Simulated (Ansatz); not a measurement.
Pressure against volume: HgS

```cif
data_structure
_symmetry_space_group_name_H-M 'P 1'
_symmetry_Int_Tables_number 1
_cell_length_a 4.1422
_cell_length_b 4.1422
_cell_length_c 4.1422
_cell_angle_alpha 60.000
_cell_angle_beta 60.000
_cell_angle_gamma 60.000
_cell_volume 50.26
loop_
_atom_site_label
_atom_site_type_symbol
_atom_site_fract_x
_atom_site_fract_y
_atom_site_fract_z
_atom_site_occupancy
Hg1 Hg 0.00000 0.00000 0.00000 1
S1 S 0.75000 0.75000 0.75000 1
```

The runs use the primitive cell with vectors (0.000, 2.929, 2.929), (2.929, 0.000, 2.929), (2.929, 2.929, 0.000) Å, to which the k mesh refers.

The cell is COD entry 1011368, as deposited and not checked against the literature; nothing was relaxed.

Spin–orbit coupling is left out, though it moves levels of the heavy atoms by tenths of an eV or more.

Methods: DFT, PBEsol, all-electron LAPW, scalar-relativistic (Ansatz 0.2.0); DFT, PBEsol, PAW with Ansatz's default frozen-core files, scalar-relativistic (Ansatz 0.2.0).

For LAPW: a Γ-centred 8×8×8 k mesh, Fermi–Dirac smearing of 0.02 eV, basis error target 1 meV/atom, no spin polarisation. PAW takes a cutoff of 420 eV at this cell (files made with PBE, cores remade for this functional). The Ansatz runs share mesh, smearing and spin set-up. Plane-wave (PAW) pressures include the program's estimate of the Pulay term.

The cell above is scaled evenly, with fractional coordinates and shape held.

```json
{"V/V(cell)": "0.9400", "V (Å³/atom)": "23.620", "P, LAPW (GPa)": "5.14", "P, PAW (GPa)": "5.11", "free energy over the lowest listed, PAW (meV/atom)": "25.9"}
{"V/V(cell)": "0.9600", "V (Å³/atom)": "24.123", "P, LAPW (GPa)": "3.44", "P, PAW (GPa)": "3.42", "free energy over the lowest listed, PAW (meV/atom)": "12.6"}
{"V/V(cell)": "0.9800", "V (Å³/atom)": "24.625", "P, LAPW (GPa)": "1.93", "P, PAW (GPa)": "1.91", "free energy over the lowest listed, PAW (meV/atom)": "4.3"}
{"V/V(cell)": "0.9900", "V (Å³/atom)": "24.877", "P, LAPW (GPa)": "1.24", "P, PAW (GPa)": "1.22", "free energy over the lowest listed, PAW (meV/atom)": "1.8"}
{"V/V(cell)": "1.0000", "V (Å³/atom)": "25.128", "P, LAPW (GPa)": "0.59", "P, PAW (GPa)": "0.57", "free energy over the lowest listed, PAW (meV/atom)": "0.4"}
{"V/V(cell)": "1.0100", "V (Å³/atom)": "25.379", "P, LAPW (GPa)": "-0.02", "P, PAW (GPa)": "-0.04", "free energy over the lowest listed, PAW (meV/atom)": "0.0"}
{"V/V(cell)": "1.0200", "V (Å³/atom)": "25.631", "P, LAPW (GPa)": "-0.60", "P, PAW (GPa)": "-0.62", "free energy over the lowest listed, PAW (meV/atom)": "0.5"}
{"V/V(cell)": "1.0400", "V (Å³/atom)": "26.133", "P, LAPW (GPa)": "-1.66", "P, PAW (GPa)": "-1.68", "free energy over the lowest listed, PAW (meV/atom)": "4.2"}
{"V/V(cell)": "1.0600", "V (Å³/atom)": "26.636", "P, LAPW (GPa)": "-2.60", "P, PAW (GPa)": "-2.62", "free energy over the lowest listed, PAW (meV/atom)": "10.9"}
```

Q: What do Birch–Murnaghan fits to the pressures give?

A: LAPW: V0 = 25.37 Å³/atom, B0 = 60 GPa, B0′ = 4.9; PAW: V0 = 25.36 Å³/atom, B0 = 60 GPa, B0′ = 4.9.

PAW's V0 lies -0.04 % from the all-electron value and its B0 0.0 %. Symmetry fixes shape and coordinates here, so this is the relaxed modulus.
